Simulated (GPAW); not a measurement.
# TiTe2 (P-3m1) in GPAW: reference runs

Reference runs on TiTe2: the cell as given and a disturbed copy.

Program: GPAW 26.7.0. These are calculated values, not measurements. Logs are shortened: lines on timing, memory, paths and dates and some standing lists are left out, and cuts for length are marked. The log counts tension as positive stress, the text compression.

### 1 Starting point

The structure is trigonal, space group P-3m1 (No. 164). Conventional cell: a = 3.777 Å, b = 3.777 Å, c = 6.498 Å, α = 90.00°, β = 90.00°, γ = 120.00°. Te (site symmetry 3m) is surrounded by 3 Ti at 2.77 Å. Around Ti (site symmetry -3m) lie 6 Te at 2.77 Å.

### 2 Single point, PBE

run.py

```python
from ase import Atoms
from ase.dft.bandgap import bandgap
from ase.io import write
from ase.units import Bohr, GPa
from gpaw import GPAW, PW
from gpaw.elf import elf_from_dft_calculation

atoms = Atoms(['Te', 'Te', 'Ti'],
              cell=[[3.777, 0.0, 0.0],
                    [-1.8885, 3.2709779501, 0.0],
                    [0.0, 0.0, 6.498]],
              scaled_positions=[[0.3333333333, 0.6666666667, 0.7372],
                                [0.6666666667, 0.3333333333, 0.2628],
                                [0.0, 0.0, 0.0]],
              pbc=True)

calc = GPAW(mode=PW(600),
            xc='PBE',
            kpts={'size': (8, 8, 4), 'gamma': True},
            occupations={'name': 'fermi-dirac', 'width': 0.05},
            nbands=24,
            convergence={'density': 1e-05, 'energy': 1e-05},
            maxiter=150,
            txt='gpaw.txt')
atoms.calc = calc
energy = atoms.get_potential_energy()
forces = atoms.get_forces()
stress = atoms.get_stress()
calc.write('gs.gpw')
write('result.traj', atoms)
print(f'Energy: {energy:.6f} eV')
print('Forces (eV/A):')
print(forces.round(4))
print('Stress (GPa):', (stress / GPa).round(3))
print('Fermi level:', round(calc.get_fermi_level(), 4), 'eV')
print(f'Gap: {bandgap(calc)[0]:.4f} eV, direct: {bandgap(calc, direct=True)[0]:.4f} eV')

# fields on the real-space grid
write('density.cube', atoms, data=calc.get_pseudo_density() * Bohr**3)
write('potential.cube', atoms, data=calc.get_electrostatic_potential())
write('elf.cube', atoms, data=elf_from_dft_calculation(calc).data)
```

Potentials or basis: GPAW PAW data sets (gpaw-data 1.2.1), pw.

Launch:

```
$ OMP_NUM_THREADS=1 python run.py
```

gpaw.txt:

```text
__  _  _
 | _ |_)|_||  |
 |__||  | ||/\| - 26.7.0

Input parameters:
  mode=PW(ecut=600.0),
  convergence={'density': 1e-05, 'energy': 1e-05},
  kpts=MonkhorstPack(size=(8, 8, 4), gamma=True),
  maxiter=150,
  nbands=24,
  occupations=Occupations(name='fermi-dirac', width=0.05),
  xc=XC(name='PBE')

Diagonalizing LCAO Hamiltonian
Converting LCAO to pw mode

        Te

            Te

       Ti

Atoms  # Å, Bohr magnetons
|   | symbol |         x |        y |        z |    initial magnetic moments |
|---|--------|-----------|----------|----------|-----------------------------|
| 0 |     Te | -0.000000 | 2.180652 | 4.790326 | ( 0.0000,  0.0000,  0.0000) |
| 1 |     Te |  1.888500 | 1.090326 | 1.707674 | ( 0.0000,  0.0000,  0.0000) |
| 2 |     Ti |  0.000000 | 0.000000 | 0.000000 | ( 0.0000,  0.0000,  0.0000) |

Unit cell  # Å
| periodic |         x |        y |        z |  lengths |     angles |
|----------|-----------|----------|----------|----------|------------|
|      yes |  3.777000 | 0.000000 | 0.000000 | 3.777000 |  90.000000 |
|      yes | -1.888500 | 3.270978 | 0.000000 | 3.777000 |  90.000000 |
|      yes |  0.000000 | 0.000000 | 6.498000 | 6.498000 | 120.000000 |

Number of symmetries: 12
Symmetry operations  # r_c * U_cc + t_c -> r_c
|    | kind |            matrix            |
|----|------|------------------------------|
|  0 |  σ   |  1, 1, 0,  0,-1, 0,  0, 0, 1 |
|  1 |  S6  |  1, 1, 0, -1, 0, 0,  0, 0,-1 |
|  2 |  E   |  1, 0, 0,  0, 1, 0,  0, 0, 1 |
|  3 |  C2  |  1, 0, 0, -1,-1, 0,  0, 0,-1 |
|  4 |  C2  |  0, 1, 0,  1, 0, 0,  0, 0,-1 |
|  5 |  C3  |  0, 1, 0, -1,-1, 0,  0, 0, 1 |
|  6 |  S6  |  0,-1, 0,  1, 1, 0,  0, 0,-1 |
|  7 |  σ   |  0,-1, 0, -1, 0, 0,  0, 0, 1 |
|  8 |  σ   | -1, 0, 0,  1, 1, 0,  0, 0, 1 |
|  9 |  i   | -1, 0, 0,  0,-1, 0,  0, 0,-1 |
| 10 |  C3  | -1,-1, 0,  1, 0, 0,  0, 0, 1 |
| 11 |  C2  | -1,-1, 0,  0, 1, 0,  0, 0,-1 |

BZ-sampling:
  Number of BZ points: 256
  Number of IBZ points: 35

  Monkhorst-Pack size: [8, 8, 4]
  Monkhorst-Pack shift: [0.0625, 0.0625, 0.125]

K-points  # in reciprocal-cell coordinates
|     |                                coordinates |     weight |
|-----|--------------------------------------------|------------|
|   0 | (  0.00000000,   0.00000000,   0.00000000) | 0.00390625 |
|   1 | (  0.00000000,   0.00000000,   0.25000000) | 0.00781250 |
|   2 | (  0.00000000,   0.00000000,   0.50000000) | 0.00390625 |
|   3 | (  0.12500000,   0.00000000,  -0.25000000) | 0.02343750 |
|   4 | (  0.12500000,   0.00000000,   0.00000000) | 0.02343750 |
|   5 | (  0.12500000,   0.00000000,   0.25000000) | 0.02343750 |
|   6 | (  0.12500000,   0.00000000,   0.50000000) | 0.02343750 |
|   7 | (  0.25000000,  -0.12500000,   0.00000000) | 0.02343750 |
|   8 | (  0.25000000,  -0.12500000,   0.25000000) | 0.04687500 |
|   9 | (  0.25000000,  -0.12500000,   0.50000000) | 0.02343750 |
| ... |                                            |            |
|  34 | (  0.50000000,   0.50000000,   0.50000000) | 0.01171875 |

Plane wave coefficients: 2714
Cutoff: 600.0 eV

Spin-components: 1 (collinear spins)
Bands:           24
Projectors:      16
Spin-degeneracy: 2
Datatype:        complex128

Density:
  Valence electrons: 24.0
  Components: 1
  Grid points: [24 24 40]
  Charge: 0.0  # |e|

Potential:
  Grid points: [24 24 40]

species:
  Te:
    name:    Tellurium
    Z:       52.0
    valence: 6
    core:    46
    charge:  0.0  # [|e|]
    compensation charges:
      type: gauss
      rc: 0.36  # [Å]
      lmax: 2
    cutoffs:
      filter: 2.09  # [Å]
      core: 3.17  # [Å]
    projectors
    | kind |    occ | energy [eV] | rcut [Å] |
    |------|--------|-------------|----------|
    |   5s |  2.000 |     -15.089 |    1.180 |
    |   5p |  4.000 |      -5.955 |    1.196 |
    |    s |        |      12.123 |    1.180 |
    |    p |        |      21.256 |    1.196 |
    |    d |        |       0.000 |    1.238 |

    Using partial waves for Te as LCAO basis

  Ti:
    name:    Titanium
    Z:       22.0
    valence: 12
    core:    10
    charge:  0.0  # [|e|]
    compensation charges:
      type: gauss
      rc: 0.38  # [Å]
      lmax: 2
    cutoffs:
      filter: 2.23  # [Å]
      core: 1.02  # [Å]
    projectors
    | kind |    occ | energy [eV] | rcut [Å] |
    |------|--------|-------------|----------|
    |   3s |  2.000 |     -62.623 |    1.270 |
    |   4s |  2.000 |      -4.466 |    1.270 |
    |   3p |  6.000 |     -38.862 |    1.058 |
    |   4p |  0.000 |      -1.466 |    1.058 |
    |   3d |  2.000 |      -4.258 |    1.058 |
    |    d |        |      22.953 |    1.058 |

    Using partial waves for Ti as LCAO basis

Reference energy: -392805.381149  # eV

eigensolver:
  PPCG
  Converge bands: occupied
  niter=2

density mixing:
  MSR1-Mixer
  Pratt-step length: 0.05
  Maximum mixing coefficient: 0.75
  Old densities: 10
  SVD Regularization: 0.005
  Good broyden scale: 1.0
  Trust region scale: 1.0
  Backstep threshold: 4.0
  History deletion threshold: 6.0
  Fourier metric: weight=20.0, sigma=0.015

occupation numbers:
  Fermi-Dirac:
    width: 0.0500  # eV

poisson solver:
  ecut: 4800.0  # eV

xc functional:
  name: PBE with 2 nearest neighbor stencil

convergence criteria:
- Maximum integral of absolute [dens]ity change: 1e-05 electrons / valence electron
- Maximum [total energy] change in last 3 cyles: 1e-05 eV / valence electron
- Maximum integral of absolute [eigenst]ate change: 4e-08 eV^2 / valence electron
maximum number of iterations: 150

SCF iterations
|iter     | |      energy | eigst |  dens |
|---------|-|-------------|-------|-------|
|iter:   1| |  -15.359386 | +0.01 |       |
|iter:   2| |  -15.318917 | -2.30 | -1.23 |
|iter:   3| |  -15.557850 | -1.47 | -1.27 |
|iter:   4| |  -15.367782 | -1.97 | -1.16 |
|iter:   5| |  -15.184516 | -2.55 | -1.32 |
|iter:   6| |  -15.187127 | -3.08 | -1.91 |
|iter:   7| |  -15.184964 | -3.99 | -2.36 |
|iter:   8| |  -15.184921 | -4.82 | -3.00 |
|iter:   9| |  -15.184919c| -6.69 | -3.82 |
|iter:  10| |  -15.184919c| -7.94c| -4.45 |
|iter:  11| |  -15.184919c| -8.37c| -5.12c|

Converged in 11 steps
Energy contributions relative to reference atoms: (reference = -392805.381149)

Energy contributions:
  Kinetic:          24.639989
  Coulomb:         -24.938143
  Zero:              0.319248
  External:          0.000000
  Xc:              -15.200349
  Entropy:          -0.011327
  Spinorbit:         0.000000
  ----------------------------
  Free energy:     -15.190582
  Extrapolated:    -15.184919

dipole moment: (-6.005620, -10.402039, -20.664294)  # |e|*Ang

Fermi level: 6.642
Eigenvalues  # (at kpt = [0.000, 0.000, 0.000])
| band index |      eig [eV] | occ [0-2] |
|------------|---------------|-----------|
|          0 |       -50.820 |     2.000 |
|          1 |       -27.085 |     2.000 |
|          2 |       -27.085 |     2.000 |
|          3 |       -27.048 |     2.000 |
|          4 |        -5.732 |     2.000 |
|          5 |        -4.229 |     2.000 |
[... 9 lines left out ...]
|         15 |         9.716 |     0.000 |
|         16 |         9.716 |     0.000 |
|        ... |               |           |
|         23 |        17.123 |     0.000 |

No gap
No difference between direct/indirect transitions

Forces  # eV/Ang
|        x |        y |        z |
|----------|----------|----------|
|  0.00000 |  0.00000 | -0.01065 |  # Te   0
| -0.00000 | -0.00000 |  0.01065 |  # Te   1
|  0.00000 |  0.00000 |  0.00000 |  # Ti   2

Stress tensor  # eV/Ang^3
|         x |         y |         z |
|-----------|-----------|-----------|
| -0.002336 |  0.000000 |  0.000000 |
|  0.000000 | -0.002336 |  0.000000 |
|  0.000000 |  0.000000 | -0.005743 |

# Writing to gs.gpw (mode='')
```

stdout:

```text
Energy: -15.184919 eV
Forces (eV/A):
[[ 0.      0.     -0.0106]
 [-0.     -0.      0.0106]
 [ 0.      0.      0.    ]]
Stress (GPa): [-0.374 -0.374 -0.92   0.     0.     0.   ]
Fermi level: 6.6424 eV
Gap: 0.0000 eV, direct: 0.0000 eV
```

Run time: 54 s. Hardware: 1 thread of Arm Neoverse V1, shared host; peak memory 0.21 GiB.

What came out:

| Property | Result |
| --- | --- |
| Free energy | -15.1906 eV |
| Pressure | 0.6 GPa |
| Largest force | 0.011 eV/Å |
| Band gap on the k mesh | none (metal or under the smearing width) |

Forces in eV/Å, atoms in the order of the input:
```
Te   0.000  0.000 -0.011
Te   0.000  0.000  0.011
Ti   0.000  0.000  0.000
```

Caveat: this functional lacks dispersion, which binds the layers, so the pressure and a relaxed spacing across them are unreliable. Spin-orbit coupling is left out, which matters for the levels of Te.

### 3 Single point, PBE (atoms moved at random, drawn with an rms of 0.05 Å)

run.py, as its differences from that of step 2:

```diff
@@ -3,5 +3,4 @@
 from ase.io import write
-from ase.units import Bohr, GPa
+from ase.units import GPa
 from gpaw import GPAW, PW
-from gpaw.elf import elf_from_dft_calculation
 
@@ -11,5 +10,5 @@
                     [0.0, 0.0, 6.498]],
-              scaled_positions=[[0.3333333333, 0.6666666667, 0.7372],
-                                [0.6666666667, 0.3333333333, 0.2628],
-                                [0.0, 0.0, 0.0]],
+              scaled_positions=[[0.338833, 0.660744, 0.741906],
+                                [0.667394, 0.338002, 0.267244],
+                                [-0.001254, -0.000186, 0.0024]],
               pbc=True)
@@ -36,6 +35 @@
 print(f'Gap: {bandgap(calc)[0]:.4f} eV, direct: {bandgap(calc, direct=True)[0]:.4f} eV')
-
-# fields on the real-space grid
-write('density.cube', atoms, data=calc.get_pseudo_density() * Bohr**3)
-write('potential.cube', atoms, data=calc.get_electrostatic_potential())
-write('elf.cube', atoms, data=elf_from_dft_calculation(calc).data)
```

Potentials or basis: GPAW PAW data sets (gpaw-data 1.2.1), pw.

Launch:

```
$ OMP_NUM_THREADS=1 python run.py
```

Run time: 3.1 min. Hardware: 1 thread of Arm Neoverse V1, shared host; peak memory 0.37 GiB.

Results (log left out):

* Free energy: -15.1857 eV
* Pressure: 0.6 GPa
* Largest force: 0.186 eV/Å
* Band gap on the k mesh: none (metal or under the smearing width)

Forces in eV/Å, atoms in the order of the input:
```
Te  -0.129  0.082 -0.105
Te   0.043 -0.073 -0.058
Ti   0.086 -0.009  0.163
```

Stress tensor (GPa, compression positive):
```
 0.26  0.18  0.50
 0.18  0.58 -0.45
 0.50 -0.45  1.00
```

Levels at points of the mesh, in eV from the Fermi level:
| k point | band 8 | band 9 | band 10 | band 11 | band 12 | band 13 | band 14 | band 15 | band 16 | band 17 |
| --- | --- | --- | --- | --- | --- | --- | --- | --- | --- | --- |
| (0.00, 0.00, 0.00) | -1.69 | -1.67 | 0.35 | 0.39 | 0.42 | 0.59 | 1.04 | 1.11 | 3.03 | 3.12 |
| (0.00, 0.00, 0.50) | -2.63 | -1.62 | -1.59 | 0.38 | 0.40 | 0.76 | 0.76 | 1.04 | 3.48 | 3.52 |
| (0.00, 0.50, 0.00) | -3.66 | -2.75 | -2.34 | -1.73 | -1.13 | 0.03 | 1.16 | 1.49 | 2.45 | 3.34 |
| (0.00, 0.50, 0.50) | -4.51 | -2.42 | -2.00 | -1.00 | -0.61 | -0.26 | 1.15 | 1.46 | 2.61 | 3.50 |
| (0.50, 0.00, 0.00) | -3.67 | -2.73 | -2.37 | -1.74 | -1.13 | 0.03 | 1.16 | 1.49 | 2.43 | 3.35 |
| (0.50, 0.00, 0.50) | -4.52 | -2.41 | -2.01 | -0.98 | -0.61 | -0.26 | 1.15 | 1.47 | 2.62 | 3.50 |
| (0.50, 0.50, 0.00) | -3.71 | -2.64 | -2.46 | -1.78 | -1.13 | 0.04 | 1.16 | 1.50 | 2.40 | 3.38 |
| (0.50, 0.50, 0.50) | -4.55 | -2.37 | -2.05 | -0.95 | -0.61 | -0.24 | 1.16 | 1.48 | 2.64 | 3.50 |

Spin-orbit coupling is left out, which matters for the levels of Te.

(Part 1 of 2 ends here.)
